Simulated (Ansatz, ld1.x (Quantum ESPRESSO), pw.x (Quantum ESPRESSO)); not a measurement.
## La (sc): variants of one TM potential in the solid

* Element: La (Z = 57)
* Generator: ld1.x (Quantum ESPRESSO) 7.5
* Type: norm-conserving Troullier–Martins (Kleinman–Bylander form)
* Functional: PBE
* Relativity: scalar-relativistic
* Frozen core: [Xe]
* Valence charge: 3
* Reference configuration: 4f0 5d1 6s1 6p1
* Partial waves: 6s (bound): rc 3.40 bohr; 5d (bound): rc 3.05 bohr; 4f (bound, empty): rc 1.85 bohr; 6p (bound): rc 4.10 bohr
* Local potential: the p channel
* Core correction: none

Crystal test: sc La in pw.x 7.5, no spin, 10³ k-points, Fermi–Dirac smearing 0.01 Ry, cutoffs set for each file from its atomic test. The reference is all-electron LAPW (Ansatz 0.2.0) with the same functional, mesh and smearing; V0 and B0 come from Birch–Murnaghan fits to the pressures at five volumes. Errors are pseudo minus all-electron; Δ is the rms difference of the E(V) curves that follow from these fits, minima aligned, over ±6 % about the mean V0. Mesh and smearing are coarse, so the numbers serve the comparison and aren't converged zero-temperature values; the lattice is a test structure that the element need not adopt.

All-electron: a0 = 3.331 Å (V0 = 36.94 Å³/atom), B0 = 22.3 GPa.

Base: The largest radius (4.10 bohr) exceeds half the bond length (3.15 bohr), so the spheres overlap, which is one possible source of error among others. This is a poor potential for the solid. The logarithmic derivative shows an extra or strongly shifted pseudo pole above the reference energy (s near 0.95 Ry).

1 further variants are left out: they gave no file fit for a test, a broken result, the same result as the base, or pressures whose basis-set error rivals the error shown.

A dash in a converged row means that the minimum lies outside the volumes sampled.

```csv
change,cutoffs (Ry),pw.x,mean pressure error (GPa)
base,35/140,converged,+9.54
wave 4f (bound): rc 1.85 bohr becomes 4f (bound): rc 2.10 bohr,35/140,converged,+9.34
local potential the s channel,35/140,converged,+3.66
wave 5d (bound): rc 3.05 bohr becomes 5d (bound): rc 4.12 bohr,35/140,converged,+9.38
```

Give the row for: wave 6s (bound): rc 3.40 bohr becomes 6s (bound): rc 2.38 bohr.

pw.x: converged; mean pressure error (GPa): +8.56.
